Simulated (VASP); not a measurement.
**HfN under changes of volume**

One of the cells (11.749 Å³/atom); the others are scaled copies at fixed shape and fractional positions:

```
Hf N
1.0
     3.15466    0.00000    0.00000
    -1.57733    2.73202    0.00000
     0.00000    0.00000    5.45264
Hf N
2 2
Direct
  0.33333 0.66667 0.25000
  0.66667 0.33333 0.75000
  0.00000 0.00000 0.50000
  0.00000 0.00000 0.00000
```

The cell comes from a database or a generator and needn't be the stable form of this composition.

| Property | Result |
| --- | --- |
| Program | VASP 6.6.1 |
| Functional | PBE |
| Potentials or basis | VASP PAW PBE potentials, release 64 (Hf_pv, N) |
| Cutoff | 520 eV |
| k mesh | 10 × 10 × 5 |
| Occupations | fermi-dirac, width 0.05 eV |
| Spin | no spin polarisation |

```csv
volume (Å³/atom),energy over the lowest point (meV/atom),pressure (GPa)
10.827,?,?
11.057,29.97,16.2
11.288,11.32,9.7
11.749,0.00,-1.6
11.979,5.65,-6.4
12.209,17.86,-10.7
```

**Question.** What does the run at 10.827 Å³/atom give?

**Answer.** Energy over the lowest point 58.57 meV/atom; pressure 23.5 GPa.

Worked out: A Birch-Murnaghan fit of order 3 (a polynomial in V^(-2/3)) to the other rows has its minimum at 11.68 Å³/atom with B0 = V·E''(V) = 264 GPa and B' = 4.1 at fixed shape and positions, which overstates the stiffness. It gives 58.39 meV/atom at 10.827 Å³/atom, against the run's 58.57, and -dE/dV = 23.5 GPa, against 23.5.

Energies are extrapolated to zero smearing.
